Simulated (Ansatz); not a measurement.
## Ti$_{3}$Al$_{5}$: do energies and stresses tell the same story?

All numbers below come from DFT PBEsol, scalar-relativistic, plane waves, PAW (Ansatz 0.2.0).

Plane waves to 420 eV, a k mesh through Γ of 10×10×4 on the computed 8-atom cell and Gaussian smearing (0.10 eV); no spin polarisation.

Relaxed cell: P4/mmm, a = 3.883 Å, b = 3.883 Å, c = 8.297 Å, α = 90.00°, β = 90.00°, γ = 90.00°, 8 atoms in the primitive cell. Whether it is the stable form of this composition wasn't checked.

Energies at zero smearing and pressures from the stress tensor, at volumes with shape and atoms relaxed:
```csv
V (Å³/atom),E − E(first) (meV/atom),P (GPa)
13.763,0.00,18.88
14.232,-46.51,13.04
14.701,-77.13,8.01
15.170,-94.08,3.69
15.640,-99.27,-0.03
16.109,-94.34,-3.23
16.578,-80.72,-5.98
17.204,-51.13,-9.05
```

Question: Check P = −dE/dV between neighbouring volumes, and get the bulk modulus from the pressures alone.

Answer: With 1 eV/Å³ = 160.2 GPa:
```csv
middle V (Å³/atom),−ΔE/ΔV (GPa),mean P (GPa)
13.997,15.884,15.961
14.467,10.456,10.526
14.936,5.787,5.852
15.405,1.772,1.830
15.874,-1.682,-1.628
16.343,-4.651,-4.601
16.891,-7.579,-7.510
```

The two differ by 0.08 GPa at most. The mean of two end pressures misses the average over a step by about ΔV² P″/12, up to 0.07 GPa here; with that taken off 0.02 GPa remains. Around V = 15.640 Å³/atom, the two neighbours give B = −V ΔP/ΔV = 15.640 × 6.92 / 0.938 = 115.3 GPa, against B0 = 114.9 GPa from the Birch–Murnaghan fit of the energies.